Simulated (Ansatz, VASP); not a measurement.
**Two plane-wave programs on Ni**

```
CELL_PARAMETERS angstrom
0.00000 1.75012 1.75012
1.75012 0.00000 1.75012
1.75012 1.75012 0.00000
ATOMIC_POSITIONS crystal
Ni 0.00000 0.00000 0.00000
```

Alike in both runs: task single point; functional RPBE; k mesh 25 × 25 × 25; occupations fermi-dirac, width 0.1 eV; no spin polarisation.

|  | VASP | Ansatz |
| --- | --- | --- |
| version | VASP 6.6.1 | Ansatz 0.2.0 |
| potentials or method | VASP PAW PBE potentials, release 64 (Ni) | plane waves (420 eV) with PAW, scalar-relativistic |
| plane-wave cutoff (eV) | 520 | 420 |
| valence electrons in the cell | 10 | 18 |

|  | VASP | Ansatz | Ansatz less VASP |
| --- | --- | --- | --- |
| pressure (GPa) | 8.4 | 8.2 | -0.15 |

The functional is the same, so the differences come from potentials, cutoffs and numerics. The two sets of potentials don't hold the same shells in valence.

Caveats: the PAW data sets were made with another functional, which shifts forces and pressure a little (VASP); the run has no spin polarisation, though such a crystal can be magnetic. Spin polarisation is off, so any magnetic state and its effect on volume and gap are missing.
